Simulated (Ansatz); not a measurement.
## Cu$_{2}$N: course of a relaxation

Level of theory: DFT PBEsol, scalar-relativistic, plane waves, PAW (Ansatz 0.2.0). (420 eV cutoff, 10×10×8 k-mesh, Gaussian smearing of 0.10 eV, no spin polarisation)

What was changed in Cu2Sb: Sb → N on all its sites, cell and atoms relaxed.

Command:

```bash
ansatz run input.yaml --threads 1 --pin off --max-ram 2560MiB --backend cpu --events-out ev --progress --plain --runs-dir out
```

Input:

```yaml
crystal:
  lattice:
    - [3.4823176271, 0.0, 0.0]
    - [0.0, 3.4823176271, 0.0]
    - [0.0, 0.0, 5.0456231743]
  atoms:
    - { symbol: Cu, position: [0.0, 0.0, 0.0] }
    - { symbol: Cu, position: [0.5, 0.5, 0.0] }
    - { symbol: Cu, position: [0.0, 0.5, 0.4080701448] }
    - { symbol: Cu, position: [0.5, 0.0, 0.5919298552] }
    - { symbol: "N", position: [0.0, 0.5, 0.7783749017] }
    - { symbol: "N", position: [0.5, 0.0, 0.2216250983] }
basis:
  ecutwfc: 420
kpoints:
  mp_grid: { grid: [10, 10, 8] }
hamiltonian:
  xc: pbesol
scf:
  occupations: { method: gaussian, width: 0.1 }
output:
  forces: true
  stress: true
  eigenvalues: true
relax:
  adjacent_minimum: "off"
  f_tol: 0.01
  max_steps: 60
  cell: { stress_tol: 0.1 }
```

F is the free energy. Steps run on the plane waves of an earlier cell, but the last one, and at times one on the way, on a freshly chosen basis, so a repeated geometry can differ a little in energy.

Steps:

| step | F − F(1) (eV) | largest force component (eV/Å) | V (Å³/atom) | P (GPa) |
| --- | --- | --- | --- | --- |
| 1 | 0.0000 | 0.014 | 10.198 | -0.05 |
| 2 | -0.0001 | 0.011 | 10.195 | -0.02 |
| 3 | -0.0002 | 0.003 | 10.190 | 0.00 |
| 4 | -0.0001 | 0.003 | 10.190 | 0.00 |

Relaxed structure:

```yaml
crystal:
  lattice:
    - [3.48252, 0.00000, 0.00000]
    - [0.00000, 3.48252, 0.00000]
    - [0.00000, 0.00000, 5.04110]
  atoms:
    - { symbol: Cu, position: [0.00000, 0.00000, 0.00000] }
    - { symbol: Cu, position: [0.50000, 0.50000, 0.00000] }
    - { symbol: Cu, position: [0.00000, 0.50000, 0.40738] }
    - { symbol: Cu, position: [0.50000, 0.00000, 0.59262] }
    - { symbol: N, position: [0.00000, 0.50000, 0.77789] }
    - { symbol: N, position: [0.50000, 0.00000, 0.22211] }
```

The structure is tetragonal, space group P4/nmm (No. 129). Conventional cell: a = 3.483 Å, b = 3.483 Å, c = 5.041 Å, α = 90.00°, β = 90.00°, γ = 90.00°. Around Cu (site symmetry -4m2) lie 4 N at 2.07 Å. Cu (site symmetry 4mm) has 1 N at 1.87 Å as nearest neighbours. N (site symmetry 4mm) is surrounded by 5 Cu at 1.87 to 2.07 Å.

The run converged. It took 85 s on 1 thread of Arm Neoverse V1, on a shared host, peak memory 0.51 GiB.